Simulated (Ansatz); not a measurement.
**PBE against r2SCAN: SiC, Si → Pb**

Take SiC in the wurtzite structure (space group P6_3mc, No. 186; a = 3.0919 Å, c = 5.0742 Å) as the base.

(Cell as relaxed with PBE.)

Levels (all Ansatz, a program for electronic structure, PAW, earlier PAW set): PBE (420 eV, no SOC); r2SCAN (500 eV, spin-orbit coupling left out).

Each level relaxes its own structure.

```tsv
base	PBE	r2SCAN
volume per atom	10.50 Å³	10.34 Å³
lattice parameter a	3.092 Å	3.075 Å
band gap	2.31 eV	2.65 eV
```

One thing is altered: every Si is replaced by Pb; the structure is relaxed again.

| quantity | PBE | r2SCAN |
|---|---|---|
| volume per atom | 19.08 Å³ | 18.57 Å³ |
| c/a ratio | 1.639 | 1.639 |

PBE's volume per atom lies 0.51 Å³ above r2SCAN's (2.7 %); the two agree on the c/a ratio. Neither level is exact; r2SCAN is the comparison here, not a measurement.

With Pb present, leaving out spin-orbit coupling can change the band edges. No phonon test of stability was made. As relaxed here, PbC is a hypothetical phase, not in the database extracts checked. All final runs are without spin polarisation.
